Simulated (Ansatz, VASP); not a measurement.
Two plane-wave programs on Hf

```
Hf
1.0
     2.91381    0.00000    0.00000
     0.00000    2.91381    0.00000
     0.00000    0.00000    2.91381
Hf
1
Direct
  0.50000 0.50000 0.50000
```

The cell was built by a generator and needn't be a form met in nature.

Alike in both runs: functional LDA; k mesh 5 × 5 × 5; occupations fermi-dirac, width 0.05 eV; no spin polarisation.

```csv
,VASP,Ansatz
version,VASP 6.6.1,Ansatz 0.2.0
potentials or method,"VASP PAW LDA potentials, release 64 (Hf_pv)",Ansatz PAW
plane-wave cutoff (eV),520,420
valence electrons in the cell,10,26
task,single point,projected density of states
```

|  | VASP | Ansatz | Ansatz less VASP |
| --- | --- | --- | --- |
| gap on the k mesh at the Fermi level (eV) | none | none | - |
| pressure (GPa) | -5.5 | -5.5 | -0.02 |

A gap of «none» marks a metal or a gap that the smearing closes. The two sets of potentials don't hold the same shells in valence.

Caveats: the k mesh is coarse (spacing up to 0.43 Å⁻¹), so the values aren't converged; the PAW data sets come from PBE, with cores solved anew for the run's functional, which leaves a small shift of forces and pressure (Ansatz); the density of states is complete only up to the lowest level of the last band computed (Ansatz). The runs have no spin-orbit coupling, so splittings on Hf are missing.
